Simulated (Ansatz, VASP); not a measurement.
Rh: VASP beside Ansatz

```
CELL_PARAMETERS angstrom
2.66409 0.00000 0.00000
-1.33204 2.30717 0.00000
0.00000 0.00000 4.30937
ATOMIC_POSITIONS crystal
Rh 0.33333 0.66667 0.25000
Rh 0.66667 0.33333 0.75000
```

Alike in both runs: functional LDA; k mesh 9 × 9 × 4; occupations gaussian, width 0.1 eV; no spin polarisation.

Ansatz relaxed the structure, and its values are those at the end. VASP's run is a single point on that final structure, the one shown.

|  | VASP | Ansatz |
| --- | --- | --- |
| version | VASP 6.6.1 | Ansatz 0.2.0 |
| potentials or method | VASP PAW LDA potentials, release 64 (Rh_pv) | scalar-relativistic, plane waves, PAW |
| plane-wave cutoff (eV) | 520 | 420 |
| valence electrons in the cell | 30 | 34 |

|  | VASP | Ansatz | Ansatz less VASP |
| --- | --- | --- | --- |
| gap on the k mesh at the Fermi level (eV) | none | none | - |
| pressure (GPa) | 1.0 | 0.1 | -0.94 |

A gap of «none» marks a metal or a gap that the smearing closes. The two sets of potentials don't hold the same shells in valence.

Caveats: the k mesh is coarse (spacing up to 0.36 Å⁻¹), so the values aren't converged.
